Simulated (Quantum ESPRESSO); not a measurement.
SnSe under changes of volume

One of the cells (27.271 Å³/atom); the others are scaled copies at fixed shape and fractional positions:

```
Sn Se
1.0
     0.00000    3.01000    3.01000
     3.01000    0.00000    3.01000
     3.01000    3.01000    0.00000
Sn Se
1 1
Direct
  0.00000 0.00000 0.00000
  0.50000 0.50000 0.50000
```

Measurements of this composition are mostly on another form, of space group No. 62.

| Quantity | Value |
| --- | --- |
| Program | Quantum ESPRESSO 7.5 |
| Functional | r2SCAN |
| Potentials or basis | SG15 PBE 1.2 |
| Cutoff | 952 eV |
| Density cutoff | 3810 eV |
| k mesh | 6 × 6 × 6 |
| Occupations | fermi-dirac, width 0.05 eV |
| Spin | no spin polarisation |

```tsv
volume (Å³/atom)	energy over the lowest point (meV/atom)	pressure (GPa)	gap on the mesh (eV)
25.635	?	?	?
26.180	1.71	1.1	0.46
26.725	0.00	-0.1	0.36
27.271	2.09	-1.1	0.28
27.816	7.56	-2.0	0.19
28.362	15.96	-2.8	0.12
28.907	26.87	-3.5	0.04
```

Problem. What does the run at 25.635 Å³/atom give?

Solution. Energy over the lowest point 7.69 meV/atom; pressure 2.4 GPa; gap on the mesh 0.55 eV.

Worked out: A Birch-Murnaghan fit of order 3 (a polynomial in V^(-2/3)) to the other rows has its minimum at 26.69 Å³/atom with B0 = V·E''(V) = 56 GPa and B' = 5.6. It gives 7.82 meV/atom at 25.635 Å³/atom, against the run's 7.69, and -dE/dV = 2.5 GPa, against 2.4.

Energies are extrapolated to zero smearing.

Caveats: the potentials were made for another functional, which shifts forces and pressure; spin-orbit coupling is left out, which moves the levels of the heavy elements.

A mesh can miss the band edges.
